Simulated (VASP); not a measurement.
The system is KBr.

```
Br K
1.0
     0.00000    3.30000    3.30000
     3.30000    0.00000    3.30000
     3.30000    3.30000    0.00000
Br K
1 1
Direct
  0.50000 0.50000 0.50000
  0.00000 0.00000 0.00000
```

| Quantity | Value |
| --- | --- |
| Program | VASP 6.6.1 |
| Task | relaxation of cell and atoms |
| Functional | LDA |
| Potentials or basis | VASP PAW LDA potentials, release 64 (Br, K_sv) |
| Cutoff | 600 eV |
| k mesh | 7 × 7 × 7 |
| Occupations | fermi-dirac, width 0.05 eV |
| Spin | no spin polarisation |

At the start: pressure -1.6 GPa; volume 35.94 Å³/atom.

Question: Where does the relaxation end?

Answer: Over 4 steps the energy falls by 18.8 meV/atom and the volume is 32.49 Å³/atom (-9.6 %); space group Fm-3m (No. 225, to 0.05 Å).

Step by step:
```
step  energy change (eV)  largest force (eV/Å)  pressure (GPa)  volume (Å³)
   1              0.0000                0.0000           -1.59        71.87
   2             -0.0284                0.0000           -0.87        68.23
   3             -0.0375                0.0000           -0.07        65.23
   4             -0.0376                0.0000            0.01        64.98
```

Final structure:
```
Br K
1.0
     0.00000    3.19098    3.19098
     3.19098    0.00000    3.19098
     3.19098    3.19098    0.00000
Br K
1 1
Direct
  0.50000 0.50000 0.50000
  0.00000 0.00000 0.00000
```
